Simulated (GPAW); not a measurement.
AlN:

```
CELL_PARAMETERS angstrom
0.00000 2.18399 2.18399
2.18399 0.00000 2.18399
2.18399 2.18399 0.00000
ATOMIC_POSITIONS crystal
Al 0.00000 0.00000 0.00000
N 0.75000 0.75000 0.75000
```

Measurements of this composition are mostly on another form, of space group No. 186.

Base run:

```yaml
Program: GPAW 26.7.0
Functional: C09-vdW
Potentials_or_basis: GPAW PAW data sets (gpaw-data 1.2.1)
Cutoff: 800 eV
Basis: pw
k_mesh: 10 × 10 × 10
Occupations: fermi-dirac, width 0.05 eV
Spin: no spin polarisation
```

Its results: band gap on the k mesh 3.28 eV, indirect (least direct gap 4.27 eV).

The run is repeated on the same cell with these changes: functional from C09-vdW to PBE; potentials or basis from GPAW PAW data sets (gpaw-data 1.2.1) to SG15 ONCV 1.2; cutoff from 800 eV to 1100 eV; valence electrons from 8 to 16. What comes out?

Band gap on the k mesh 3.34 eV, indirect (least direct gap 4.20 eV).
